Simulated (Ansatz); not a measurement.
Hf in Ansatz: the effect of functional

Hf:

```
CELL_PARAMETERS angstrom
0.00000 2.22000 2.22000
2.22000 0.00000 2.22000
2.22000 2.22000 0.00000
ATOMIC_POSITIONS crystal
Hf 0.00000 0.00000 0.00000
```

This isn't the form of Hf at room conditions, which is hcp.

Alike in all runs:

- Program: Ansatz 0.2.0
- Task: equation of state
- Potentials or basis: Ansatz PAW
- k mesh: 10 × 10 × 10
- Occupations: fermi-dirac, width 0.05 eV
- Spin: no spin polarisation

Problem. One run gave: V0 of scaled cells 21.54 Å³/atom; B0 111 GPa. Which functional did it use?
A. LDA
B. r2SCAN
C. PBEsol

Solution. C.

```tsv
functional	cutoff	V0 of scaled cells (Å³/atom)	B0 (GPa)
LDA	420 eV	20.77	121
PBEsol	420 eV	21.54	111
r2SCAN	500 eV	22.43	98
```

Caveats: the PAW data sets come from PBE, with cores solved anew for the run's functional, which leaves a small shift of forces and pressure.

Not every run made on this cell is shown here.
